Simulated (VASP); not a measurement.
A run of VASP 6.6.1:

INCAR

```
SYSTEM = Hf
  PREC = Accurate
  ENCUT = 600
  EDIFF = 1E-6
  ISMEAR = -1
  SIGMA = 0.05
  LREAL = .False.
  LASPH = .True.
  NELM = 80
  ALGO = Normal
  ISIF = 3
  LWAVE = .False.
  LCHARG = .False.
  GGA = PE
  IBRION = 2
  NSW = 60
  EDIFFG = -0.005
```

KPOINTS

```
regular mesh
0
Gamma
  10 10 5
  0 0 0
```

Contents of POSCAR:

```
Hf
1.0
    3.1967000000      0.0000000000      0.0000000000
   -1.5983500000      2.7684234083      0.0000000000
    0.0000000000      0.0000000000      5.0578000000
Hf
2
Direct
    0.6666666667      0.3333333333      0.7500000000
    0.3333333333      0.6666666667      0.2500000000
```

Potentials or basis: VASP PAW PBE potentials, release 64 (Hf).

The run is started by

```sh
$ cat potpaw_PBE.64/Hf/POTCAR > POTCAR
$ mpirun -np 1 vasp_std > vasp.out
```

Hardware: 1 thread of Intel(R) Xeon(R) Platinum 8488C (Sapphire Rapids) (shared host).

Problem. Estimate the wall time of this run.

Solution. Run time: 36 s on 1 thread of Intel(R) Xeon(R) Platinum 8488C (Sapphire Rapids), with other jobs on the host, peak memory 0.18 GiB. Counts: scf iterations 31, k points 42, ion steps 7.
